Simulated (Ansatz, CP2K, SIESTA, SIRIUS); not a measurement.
**Si: 4 runs at one level of theory**

```
CELL_PARAMETERS angstrom
3.83132 0.00000 0.00000
-1.91566 3.31802 0.00000
0.00000 0.00000 6.33262
ATOMIC_POSITIONS crystal
Si 0.66667 0.33333 0.93699
Si 0.33333 0.66667 0.43699
Si 0.66667 0.33333 0.56301
Si 0.33333 0.66667 0.06301
```

This isn't the form of Si at room conditions, which is diamond.

Alike in all runs: task band structure; functional LDA; k mesh 8 × 8 × 4; occupations fermi-dirac, width 0.05 eV; no spin polarisation; no spin-orbit coupling. LDA stands for any of its common fits. Pressure is positive in compression and, in plane waves, holds the error of the finite cutoff. Gaps are the smaller of the mesh's and the band path's.

| program and potentials | plane-wave cutoff (eV) | notes | band gap (eV) | pressure (GPa) |
| --- | --- | --- | --- | --- |
| SIRIUS, all-electron FP-LAPW, apw+lo standard | - | - | 0.32 | - |
| SIESTA, files PseudoDojo sr-lda-0.4.1-standard, DZP (energy shift 0.003 Ry) | - | atomic basis | 0.36 | -1.04 |
| CP2K, GTH_POTENTIALS Si GTH-PADE-q4; TZVP-MOLOPT-PBE-GTH basis | - | atomic basis | 0.59 | -2.68 |
| Ansatz, all-electron LAPW, scalar-relativistic | - | - | ? | ? |

**Question.** Estimate from the other rows what the run with Ansatz, all-electron LAPW, scalar-relativistic gave.

**Answer.** Band gap 0.32 eV; pressure -2.08 GPa. The other rows, which needn't bracket it: band gap 0.32 to 0.59; pressure -2.68 to -1.04.
